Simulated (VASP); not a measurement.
# I (C2/m) in VASP: settings compared

The runs below take I through equation of state, density of states, with r2SCAN, B3LYP+D3(BJ).

Everything below comes from runs of VASP 6.6.1. Logs are shortened: lines on timing, memory, paths and dates and some standing lists are left out, and cuts for length are marked.

## 1. The undisturbed crystal

Symmetry: C2/m, No. 12, monoclinic system. Conventional cell: a = 5.077 Å, b = 7.413 Å, c = 2.880 Å, α = 90.00°, β = 124.24°, γ = 90.00°. Around I (site symmetry 2/m) lie 2 I at 2.88 Å.

## 2. Equation of state, r2SCAN, 43.46 Å³/atom

Contents of INCAR:

```
  ADDGRID = F
  ALGO = Normal
  EDIFF = 1E-8
  ENCUT = 900
  ISIF = 2
  ISMEAR = 0
  LASPH = T
  LCHARG = F
  LMIXTAU = T
  LREAL = F
  LWAVE = F
  METAGGA = R2SCAN
  NELM = 100
  PREC = Accurate
  SIGMA = 0.02
```

Contents of KPOINTS:

```
k-points
0
Gamma
  11 11 16
```

Contents of POSCAR:

```
I
1.0
    2.5127049617     -3.6691817206      0.0000000000
    2.5127049617      3.6691817206      0.0000000000
   -1.6045012444      0.0000000000      2.3570446594
I
1
Direct
    0.5000000000      0.5000000000      0.5000000000
```

Potentials or basis: VASP PAW PBE potentials, release 64 (I).

On the command line:

```bash
> cat potpaw_PBE.64/I/POTCAR > POTCAR
> mpirun -np 1 vasp_std > vasp.out
```

OUTCAR:

```text
EDIFF = 1E-8
   ENCUT = 900
   ISIF = 2
   ISMEAR = 0
   LASPH = T
   LREAL = F
   METAGGA = R2SCAN
   NELM = 100
   PREC = Accurate

 ion  position               nearest neighbor table
   1  0.500  0.500  0.500-

  LATTYP: Found a base centered monoclinic cell.
 ALAT       =     5.0254099234
 B/A-ratio  =     1.4602517114
 C/A-ratio  =     0.5673826054
 COS(beta)  =    -0.5627202553

  Lattice vectors:

 A1 = (   2.5127049617,  -3.6691817206,   0.0000000000)
 A2 = (   2.5127049617,   3.6691817206,   0.0000000000)
 A3 = (  -1.6045012444,   0.0000000000,   2.3570446594)

Analysis of symmetry for initial positions (statically):
=====================================================================
 Subroutine PRICEL returns:
 Original cell was already a primitive cell.

 Routine SETGRP: Setting up the symmetry group for a
 base centered monoclinic supercell.

 Subroutine GETGRP returns: Found  4 space group operations
 (whereof  4 operations were pure point group operations)
 out of a pool of  4 trial point group operations.

The static configuration has the point symmetry C_2h.

Analysis of symmetry for dynamics (positions and initial velocities):
=====================================================================
 Subroutine PRICEL returns:
 Original cell was already a primitive cell.

 Routine SETGRP: Setting up the symmetry group for a
 base centered monoclinic supercell.

 Subroutine GETGRP returns: Found  4 space group operations
 (whereof  4 operations were pure point group operations)
 out of a pool of  4 trial point group operations.

The dynamic configuration has the point symmetry C_2h.

 Subroutine INISYM returns: Found  4 space group operations
 (whereof  4 operations are pure point group operations),
 and found     1 'primitive' translations

----------------------------------------------------------------------------------------

                                     Primitive cell

  volume of cell :      43.4619

  direct lattice vectors                    reciprocal lattice vectors
     2.512704962 -3.669181721  0.000000000     0.198988742 -0.136270165  0.135456782
     2.512704962  3.669181721  0.000000000     0.198988742  0.136270165  0.135456782
    -1.604501244  0.000000000  2.357044659     0.000000000  0.000000000  0.424260099

  length of vectors
     4.447086768  4.447086768  2.851330175     0.276612757  0.276612757  0.424260099

  position of ions in fractional coordinates (direct lattice)
     0.500000000  0.500000000  0.500000000

  ion indices of the primitive-cell ions
   primitive index   ion index
                 1           1

----------------------------------------------------------------------------------------

 KPOINTS: k-points

Automatic generation of k-mesh.
 Grid dimensions read from file:
 generate k-points for:   11   11   16

 Generating k-lattice:

  Cartesian coordinates                     Fractional coordinates (reciprocal lattice)
     0.018089886 -0.012388197  0.012314253     0.090909091 -0.000000000  0.000000000
     0.018089886  0.012388197  0.012314253    -0.000000000  0.090909091  0.000000000
     0.000000000  0.000000000  0.026516256     0.000000000  0.000000000  0.062500000

  Length of vectors
     0.025146614  0.025146614  0.026516256

  Shift w.r.t. Gamma in fractional coordinates (k-lattice)
     0.000000000  0.000000000  0.000000000

 Subroutine IBZKPT returns following result:
 ===========================================

 Found    534 irreducible k-points:

 Following reciprocal coordinates:
            Coordinates               Weight
  0.000000  0.000000  0.000000      1.000000
  0.090909 -0.000000  0.000000      4.000000
  0.181818 -0.000000  0.000000      4.000000
  0.272727  0.000000  0.000000      4.000000
  0.363636  0.000000  0.000000      4.000000
  0.454545  0.000000  0.000000      4.000000
[... 16 lines left out ...]
 -0.272727  0.181818  0.000000      4.000000
 -0.181818  0.181818  0.000000      2.000000
 [... further k-points ...]
   k-points           NKPTS =    534   k-points in BZ     NKDIM =    534   number of bands    NBANDS=      7
   number of dos      NEDOS =    301   number of ions     NIONS =      1
   total plane-waves  NPLWV =  64512
   dimension x,y,z NGX =    48 NGY =   48 NGZ =   28
   dimension x,y,z NGXF=    96 NGYF=   96 NGZF=   56
   ions per type =               1
   NGX,Y,Z   is equivalent  to a cutoff of  17.94, 17.94, 16.33 a.u.
   NGXF,Y,Z  is equivalent  to a cutoff of  35.89, 35.89, 32.65 a.u.
 SYSTEM =  unknown system
   PREC   = accura    normal or accurate (medium, high low for compatibility)
   ISTART =      0    job   : 0-new  1-cont  2-samecut
   ICHARG =      2    charge: 1-file 2-atom 10-const
   ISPIN  =      1    spin polarized calculation?
   LNONCOLLINEAR =      F non collinear calculations
   LSORBIT =      F    spin-orbit coupling
   LASPH  =      T    aspherical Exc in radial PAW
   ENCUT  =  900.0 eV  66.15 Ry    8.13 a.u.  10.88 10.88  6.97*2*pi/ulx,y,z
   NELM   =    100;   NELMIN=  2; NELMDL= -5     # of ELM steps
   EDIFF  = 0.1E-07   stopping-criterion for ELM
   LREAL  =      F    real-space projection
   EDIFFG = 0.1E-06   stopping-criterion for IOM
   NSW    =      0    number of steps for IOM
   IBRION =     -1    ionic relax: 0-MD 1-quasi-New 2-CG
[... 8 lines left out ...]
   EMIN   =  10.00;   EMAX   =-10.00  energy-range for DOS
   EFERMI =   0.00;   METHOD = LEGACY
   ISMEAR =     0;   SIGMA  =   0.02  broadening in eV -4-tet -1-fermi 0-gaus
   EFERMI_NEDOS =   21; number of points for ismear=-14 and -15
   IALGO  =     38    algorithm
   IMIX   =      4    mixing-type and parameters
     AMIX     =   0.40;   BMIX     =  1.00
     AMIX_MAG =   1.60;   BMIX_MAG =  1.00
  volume/ion in A,a.u.               =      43.46       293.30
  Fermi-wavevector in a.u.,A,eV,Ry     =   0.890713  1.683204 10.794460  0.793370
  Thomas-Fermi vector in A             =   2.012440
   LORBIT       =      0    0 simple, 1 ext, 2 COOP (PROOUT), +10 PAW based schemes
   METAGGA = R2SCAN    functional components
   LHFCALC =     F    Hartree Fock is set to
   AEXX    =    0.0000 exact exchange contribution
   IVDW    =     0    specifies the selected vdW correction
   LEPSILON=     F    determine dielectric tensor
   LRPA    =     F    only Hartree local field effects (RPA)
 non-spin polarized calculation
 Gauss-broadening in eV      SIGMA  =   0.02
  energy-cutoff  :      900.00
  volume of cell :       43.46
 maximum number of plane-waves:      2686
 NGX is ok and might be reduce to    48
   NGX = 21   NGY = 21   NGZ = 13

 number of electron       7.0000000 magnetization

 Free energy of the ion-electron system (eV)
  ---------------------------------------------------
  ext. energy  EPLUGINS =         0.00000000
  ---------------------------------------------------
  free energy    TOTEN  =       -24.43374483 eV

  energy without entropy =      -24.43371290  energy(sigma->0) =      -24.43372887

 E-fermi :   2.1435     XC(G=0):  -8.2832

 val. band max:        2.1323397252   @ k =  -0.1818  -0.2727   0.3750
 cond. band min:       2.1695564623   @ k =  -0.3636   0.0000   0.3750
 fundamental gap:      0.0372167370
 Fermi energy:         2.1434702251

 k-point     1 :       0.0000    0.0000    0.0000
  band No.  band energies     occupation
      1     -12.0460      2.00000
      2       0.4867      2.00000
      3       0.5006      2.00000
      4       6.6980      0.00000
      5       6.9878      0.00000
      6      10.5152      0.00000
      7      10.8412      0.00000

 k-point     2 :       0.0909   -0.0000    0.0000
  band No.  band energies     occupation
      1     -12.0219      2.00000
      2       0.2608      2.00000
      3       0.4433      2.00000
      4       6.6994      0.00000
      5       7.3214      0.00000
      6      10.3265      0.00000
      7      10.8387      0.00000

 k-point     3 :       0.1818   -0.0000    0.0000
  band No.  band energies     occupation
      1     -11.9560      2.00000
      2      -0.2949      2.00000
      3       0.3231      2.00000
      4       6.7033      0.00000
      5       8.0058      0.00000
      6       9.8957      0.00000
      7      11.4626      0.00000

 k-point     4 :       0.2727    0.0000    0.0000
  band No.  band energies     occupation
      1     -11.8665      2.00000
      2      -0.9105      2.00000
      3       0.1749      2.00000
      4       6.7085      0.00000
      5       8.1370      0.00000
      6      10.4803      0.00000
      7      12.4762      0.00000

 k-point     5 :       0.3636    0.0000    0.0000
  band No.  band energies     occupation
      1     -11.7809      2.00000
      2      -1.4060      2.00000
      3       0.0467      2.00000
      4       6.7134      0.00000
      5       7.8575      0.00000
      6      11.8179      0.00000
      7      13.7864      0.00000

 k-point     6 :       0.4545    0.0000    0.0000
  band No.  band energies     occupation
      1     -11.7283      2.00000
      2      -1.6783      2.00000
      3      -0.0263      2.00000
      4       6.7165      0.00000
      5       7.6686      0.00000
      6      13.0601      0.00000
      7      13.7954      0.00000

 k-point     7 :       0.0909    0.0909    0.0000
  band No.  band energies     occupation
      1     -11.9750      2.00000
      2      -0.1439      2.00000
      3       0.3612      2.00000
      4       6.7189      0.00000
      5       7.8737      0.00000
      6       9.8778      0.00000
      7      11.2644      0.00000

 k-point     8 :       0.1818    0.0909    0.0000
  band No.  band energies     occupation
      1     -11.8961      2.00000
      2      -0.6995      2.00000
      3       0.2002      2.00000
      4       6.7319      0.00000
      5       8.4645      0.00000
      6       9.6622      0.00000
      7      12.2608      0.00000

 k-point     9 :       0.2727    0.0909    0.0000
  band No.  band energies     occupation
      1     -11.8082      2.00000
      2      -1.2129      2.00000
      3       0.0225      2.00000
      4       6.7341      0.00000
      5       8.2990      0.00000
      6      10.6166      0.00000
      7      13.4555      0.00000

 k-point    10 :       0.3636    0.0909    0.0000
  band No.  band energies     occupation
      1     -11.7401      2.00000
      2      -1.5595      2.00000
      3      -0.1142      2.00000
      4       6.7249      0.00000
      5       8.0432      0.00000
      6      11.9656      0.00000
      7      13.7050      0.00000

 k-point    11 :       0.4545    0.0909    0.0000
  band No.  band energies     occupation
      1     -11.7159      2.00000
      2      -1.6693      2.00000
      3      -0.1738      2.00000
      4       6.7071      0.00000
      5       7.9561      0.00000
      6      13.0911      0.00000
      7      13.3039      0.00000
[... 51 lines left out ...]
 k-point    17 :       0.1818    0.1818    0.0000
  band No.  band energies     occupation
      1     -11.8184      2.00000
      2      -1.1018      2.00000
      3      -0.0423      2.00000
      4       6.7419      0.00000
      5       9.2471      0.00000
      6       9.3360      0.00000
      7      13.4307      0.00000

 k-point    18 :       0.2727    0.1818    0.0000
  band No.  band energies     occupation
      1     -11.7472      2.00000
      2      -1.4008      2.00000
      3      -0.2989      2.00000
      4       6.7299      0.00000
      5       8.9590      0.00000
      6      10.4847      0.00000
      7      13.6620      0.00000

 k-point    19 :       0.3636    0.1818    0.0000
  band No.  band energies     occupation
      1     -11.7067      2.00000
      2      -1.5390      2.00000
      3      -0.4718      2.00000
      4       6.6999      0.00000
      5       8.8077      0.00000
      6      11.7474      0.00000
      7      13.3267      0.00000

 k-point    20 :       0.4545    0.1818    0.0000
  band No.  band energies     occupation
      1     -11.7116      2.00000
      2      -1.4954      2.00000
      3      -0.5029      2.00000
      4       6.6618      0.00000
      5       8.8291      0.00000
      6      11.9327      0.00000
      7      13.0888      0.00000

 k-point    21 :      -0.4545    0.1818   -0.0000
  band No.  band energies     occupation
      1     -11.7599      2.00000
      2      -1.2907      2.00000
      3      -0.3716      2.00000
      4       6.6277      0.00000
      5       9.0171      0.00000
      6      10.6374      0.00000
      7      13.3108      0.00000

 k-point    22 :      -0.3636    0.1818   -0.0000
  band No.  band energies     occupation
      1     -11.8344      2.00000
      2      -0.9780      2.00000
      3      -0.1056      2.00000
      4       6.6082      0.00000
      5       9.3373      0.00000
      6       9.3779      0.00000
      7      13.2033      0.00000

 k-point    23 :      -0.2727    0.1818    0.0000
  band No.  band energies     occupation
      1     -11.9102      2.00000
      2      -0.6154      2.00000
      3       0.1892      2.00000
      4       6.6092      0.00000
      5       8.4443      0.00000
      6       9.6906      0.00000
      7      12.3522      0.00000

 k-point    24 :      -0.1818    0.1818    0.0000
  band No.  band energies     occupation
      1     -11.9641      2.00000
      2      -0.2713      2.00000
      3       0.3547      2.00000
      4       6.6305      0.00000
      5       7.9549      0.00000
      6       9.8481      0.00000
      7      11.6609      0.00000

 [... further k-points ...]
[... 5 lines left out ...]
  --------------------------------------------------------------------------------------
  -------------------------------------------------------------------------------------
  Total        0.3208962      0.0862798      0.7332841      0.0000000      0.0000000     -0.5449277
  in kB       11.8295075      3.1806152     27.0317611      0.0000000      0.0000000    -20.0881946
  external PRESSURE =      14.0139613 kB  Pullay stress =       0.0000000 kB

 VOLUME and BASIS-vectors are now :
 -----------------------------------------------------------------------------
  energy-cutoff  :      900.00
  volume of cell :       43.46
      direct lattice vectors                 reciprocal lattice vectors
     2.512704962 -3.669181721  0.000000000     0.198988742 -0.136270165  0.135456782
     2.512704962  3.669181721  0.000000000     0.198988742  0.136270165  0.135456782
    -1.604501244  0.000000000  2.357044659     0.000000000  0.000000000  0.424260099

 POSITION                                       TOTAL-FORCE (eV/Angst)
 -----------------------------------------------------------------------------------
      1.71045      0.00000      1.17852         0.000000      0.000000      0.000000
 -----------------------------------------------------------------------------------
    total drift:                               -0.000000     -0.000000     -0.000000

  FREE ENERGIE OF THE ION-ELECTRON SYSTEM (eV)
  ---------------------------------------------------
  free  energy   TOTEN  =       -24.4337448334 eV

  energy  without entropy=      -24.4337129015  energy(sigma->0) =      -24.43372887
```

Wall time 19 min (1 thread of Intel Xeon Platinum 8375C at 2.90GHz (Ice Lake), shared host); peak memory 0.57 GiB.

Results:

| Quantity | Value |
| --- | --- |
| Free energy | -24.4337 eV |
| Pressure | 1.4 GPa |
| Band gap on the k mesh | none (metal or under the smearing width) |

Caveat: the PAW data sets were made with another functional, which shifts forces and pressure a little; an odd number of electrons without spin polarisation forces a metal; a magnetic or distorted state may lie lower.

## 3. Equation of state, r2SCAN, 46.15 Å³/atom

INCAR is that of step 2.

KPOINTS is that of step 2.

Contents of POSCAR:

```
I
1.0
    2.5634803581     -3.7433265802      0.0000000000
    2.5634803581      3.7433265802      0.0000000000
   -1.6369241465      0.0000000000      2.4046745558
I
1
Direct
    0.5000000000      0.5000000000      0.5000000000
```

Potentials or basis: VASP PAW PBE potentials, release 64 (I).

On the command line:

```bash
> cat potpaw_PBE.64/I/POTCAR > POTCAR
> mpirun -np 1 vasp_std > vasp.out
```

Wall time 21 min (1 thread of Intel Xeon Platinum 8375C at 2.90GHz (Ice Lake), shared host); peak memory 0.59 GiB.

Results (log left out):

```yaml
Free_energy: -24.4437 eV
Pressure: -0.1 GPa
Band_gap_on_the_k_mesh: none (metal or under the smearing width)
```

Caveat: the PAW data sets were made with another functional, which shifts forces and pressure a little; an odd number of electrons without spin polarisation forces a metal; a magnetic or distorted state may lie lower.

## 4. Equation of state, r2SCAN, 43.46 Å³/atom

Contents of INCAR:

```
  ADDGRID = F
  ALGO = Normal
  EDIFF = 1E-6
  ENCUT = 220
  ISIF = 2
  ISMEAR = 0
  LASPH = T
  LCHARG = F
  LMIXTAU = T
  LREAL = F
  LWAVE = F
  METAGGA = R2SCAN
  NELM = 100
  PREC = Accurate
  SIGMA = 0.05
```

Contents of KPOINTS:

```
k-points
0
Gamma
  4 4 5
```

Contents of POSCAR:

```
I
1.0
    2.5127049617     -3.6691817206      0.0000000000
    2.5127049617      3.6691817206      0.0000000000
   -1.6045012444      0.0000000000      2.3570446594
I
1
Direct
    0.5000000000      0.5000000000      0.5000000000
```

On the command line:

```bash
> cat potpaw_PBE.64/I/POTCAR > POTCAR
> mpirun -np 1 vasp_std > vasp.out
```

It took 16 s on 1 thread of Intel Xeon Platinum 8375C at 2.90GHz (Ice Lake), shared host; peak memory 0.12 GiB.

The run converged, but some of its settings lie outside the range that counts as converged, so its numbers aren't taken as properties of the crystal.

What came out:

```yaml
Free_energy: -24.0503 eV
Pressure: 2.6 GPa
Band_gap_on_the_k_mesh: none (metal or under the smearing width)
```

Caveat: the k mesh is coarse (spacing up to 0.53 Å⁻¹), so the values aren't converged; the PAW data sets were made with another functional, which shifts forces and pressure a little; an odd number of electrons without spin polarisation forces a metal; a magnetic or distorted state may lie lower.

## 5. Equation of state, r2SCAN, 46.15 Å³/atom

INCAR is that of step 4.

KPOINTS is that of step 4.

Contents of POSCAR:

```
I
1.0
    2.5634803581     -3.7433265802      0.0000000000
    2.5634803581      3.7433265802      0.0000000000
   -1.6369241465      0.0000000000      2.4046745558
I
1
Direct
    0.5000000000      0.5000000000      0.5000000000
```

On the command line:

```bash
> cat potpaw_PBE.64/I/POTCAR > POTCAR
> mpirun -np 1 vasp_std > vasp.out
```

Run time: 18 s. Hardware: 1 thread of Intel Xeon Platinum 8375C at 2.90GHz (Ice Lake), shared host; peak memory 0.11 GiB.

The run converged, but some of its settings lie outside the range that counts as converged, so its numbers aren't taken as properties of the crystal.

Results:

* Free energy: -24.0828 eV
* Pressure: 1.2 GPa
* Band gap on the k mesh: none (metal or under the smearing width)

Caveat: the k mesh is coarse (spacing up to 0.52 Å⁻¹), so the values aren't converged; the PAW data sets were made with another functional, which shifts forces and pressure a little; an odd number of electrons without spin polarisation forces a metal; a magnetic or distorted state may lie lower.

## 6. Equation of state, r2SCAN, 43.46 Å³/atom

INCAR: that of step 5 with these lines changed.

```diff
@@ -3,3 +3,3 @@
   EDIFF = 1E-6
-  ENCUT = 220
+  ENCUT = 280
   ISIF = 2
```

KPOINTS is that of step 5.

Contents of POSCAR:

```
I
1.0
    2.5127049617     -3.6691817206      0.0000000000
    2.5127049617      3.6691817206      0.0000000000
   -1.6045012444      0.0000000000      2.3570446594
I
1
Direct
    0.5000000000      0.5000000000      0.5000000000
```

Potentials or basis: VASP PAW PBE potentials, release 64 (I).

On the command line:

```bash
> cat potpaw_PBE.64/I/POTCAR > POTCAR
> mpirun -np 1 vasp_std > vasp.out
```

Run time: 12 s. Hardware: 1 thread of Intel Xeon Platinum 8375C at 2.90GHz (Ice Lake), shared host; peak memory 0.12 GiB.

The run converged, but some of its settings lie outside the range that counts as converged, so its numbers aren't taken as properties of the crystal.

Results:

```
Free energy            : -24.0516 eV
Pressure               : 2.8 GPa
Band gap on the k mesh : none (metal or under the smearing width)
```

Caveat: the k mesh is coarse (spacing up to 0.53 Å⁻¹), so the values aren't converged; the PAW data sets were made with another functional, which shifts forces and pressure a little; an odd number of electrons without spin polarisation forces a metal; a magnetic or distorted state may lie lower.

(Part 1 of 6 ends here.)
